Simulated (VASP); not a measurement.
Set up this calculation in VASP 6.6.1, as the native input.

```yaml
Task: relaxation of cell and atoms
Functional: PBE
Potentials_or_basis: VASP PAW PBE potentials, release 64 (Bi_d)
Cutoff: 600 eV
k_mesh: 14 × 14 × 8
Occupations: gaussian, width 0.05 eV
Spin: no spin polarisation
Dipole_correction: no
Further_INCAR_settings: ALGO = Fast; EDIFF = 1e-06; IBRION = 2; EDIFFG = -0.01; NSW = 80; ISIF = 3
```

The structure of Bi lies in POSCAR:

```
Bi
1.0
    3.6848437729      0.0000000000      0.0000000000
   -1.8424218865      3.1911683163      0.0000000000
    0.0000000000      0.0000000000      6.0185781624
Bi
2
Direct
    0.3333333333      0.6666666667      0.7500000000
    0.6666666667      0.3333333333      0.2500000000
```

The cell was built by a generator and needn't be a form met in nature.

One way to write it, as run:

INCAR

```
SYSTEM = Bi
PREC = Accurate
ENCUT = 600
EDIFF = 1E-6
ISMEAR = 0
SIGMA = 0.05
LREAL = .False.
LASPH = .True.
NELM = 80
ALGO = Fast
ISIF = 3
LWAVE = .False.
LCHARG = .False.
GGA = PE
IBRION = 2
NSW = 80
EDIFFG = -0.01
```

KPOINTS

```
regular mesh
0
Gamma
  14 14 8
  0 0 0
```

Potentials or basis: VASP PAW PBE potentials, release 64 (Bi_d).

Command:

```bash
$ cat potpaw_PBE.64/Bi_d/POTCAR > POTCAR
$ mpirun -np 1 vasp_std > vasp.out
```

Results of the run:

```
Relaxed volume                         : 31.72 Å³/atom
Relaxed cell                           : a = 3.545 Å, b = 3.545 Å, c = 5.827 Å, α = 90.00°, β = 90.00°, γ = 120.00°
Space group after relaxing (to 0.05 Å) : P6_3/mmc (No. 194)
Energy gained by relaxing              : 57.5 meV/atom
Ionic steps                            : 13
Pressure after relaxing                : 0.0 GPa
Band gap on the k mesh                 : none (metal or under the smearing width)
```

Caveat: spin-orbit coupling is left out, which moves the levels of the heavy elements.

It took 8.2 min on 1 thread of Intel(R) Xeon(R) 6975P-C (Granite Rapids) (shared host), peak memory 0.33 GiB.
